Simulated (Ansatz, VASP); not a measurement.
**Be in VASP and in Ansatz**

```xyz
2
Lattice="2.1845 0.0000 0.0000 -1.0923 1.8919 0.0000 0.0000 0.0000 3.5109" Properties=species:S:1:pos:R:3 pbc="T T T"
Be    0.0000    1.2612    0.8777
Be    1.0923    0.6306    2.6332
```

Change from the starting cell: strain -0.050 along x and y, -0.025 along z, atoms carried along.

Alike in both runs: task single point; functional PBE; k mesh 24 × 24 × 14; occupations gaussian, width 0.15 eV; no spin polarisation.

|  | VASP | Ansatz |
| --- | --- | --- |
| version | VASP 6.6.1 | Ansatz 0.2.0 |
| potentials or method | VASP PAW PBE potentials, release 64 (Be) | scalar-relativistic, plane waves, PAW |
| plane-wave cutoff (eV) | 520 | 420 |
| valence electrons in the cell | 4 | 4 |

|  | VASP | Ansatz | Ansatz less VASP |
| --- | --- | --- | --- |
| gap on the k mesh at the Fermi level (eV) | none | none | - |
| pressure (GPa) | 12.3 | 12.1 | -0.21 |
| largest component of the traceless stress (GPa) | 4.92 | 4.94 | +0.024 |

A gap of «none» marks a metal or a gap that the smearing closes.
